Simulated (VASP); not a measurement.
Wanted: the native input for a VASP 6.6.1 run.

```
Task                   : single point
Functional             : PBE
Potentials or basis    : VASP PAW PBE potentials, release 64 (Al, Ru_pv, H)
Cutoff                 : 520 eV
k mesh                 : 6 × 6 × 1
Occupations            : fermi-dirac, width 0.15 eV
Spin                   : no spin polarisation
Dipole correction      : yes
Further INCAR settings : ALGO = Fast; EDIFF = 1e-07; NBANDS = 26
```

The structure of Al2HRu2 lies in POSCAR:

```
Al2HRu2
1.0
    2.9916000000      0.0000000000      0.0000000000
    0.0000000000      2.9916000000      0.0000000000
    0.0000000000      0.0000000000     23.4874000000
Al Ru H
2 2 1
Direct
    0.0000000000      0.0000000000      0.3789265734
    0.0000000000      0.0000000000      0.5062969933
    0.5000000000      0.5000000000      0.4426117833
    0.5000000000      0.5000000000      0.5699822032
    1.0000000000      0.5000000000      0.6106785775
```

One way to write it, as run:

INCAR

```
ALGO     = Fast           # electronic algorithm
DIPOL    = 0.5 0.5 0.502
EDIFF    = 1E-7           # SCF threshold, eV
ENCUT    = 520            # plane-wave cutoff, eV
GGA      = PE             # functional
IDIPOL   = 3            
ISIF     = 2              # what is computed and relaxed
ISMEAR   = -1             # smearing method
LASPH    = T              # aspherical terms in the spheres
LCHARG   = F              # write CHGCAR
LDIPOL   = T            
LREAL    = F              # projectors in reciprocal space
LWAVE    = F              # write WAVECAR
NBANDS   = 26             # bands
NELM     = 100            # most SCF steps
PREC     = Accurate       # precision mode
SIGMA    = 0.15           # smearing width, eV
```

KPOINTS

```
k-points
0
Gamma
  6 6 1
```

Potentials or basis: VASP PAW PBE potentials, release 64 (Al, Ru_pv, H).

Command:

```console
$ cat potpaw_PBE.64/Al/POTCAR potpaw_PBE.64/Ru_pv/POTCAR potpaw_PBE.64/H/POTCAR > POTCAR
$ mpirun -np 1 vasp_std > vasp.out
```

It gave:

The largest force is 1.294 eV/Å. The band gap on the k mesh is none (metal or under the smearing width).

It took 2.5 min on 1 thread of Intel(R) Xeon(R) Platinum 8259CL CPU @ 2.50GHz (Skylake/Cascade Lake), with other jobs on the host, peak memory 0.36 GiB.
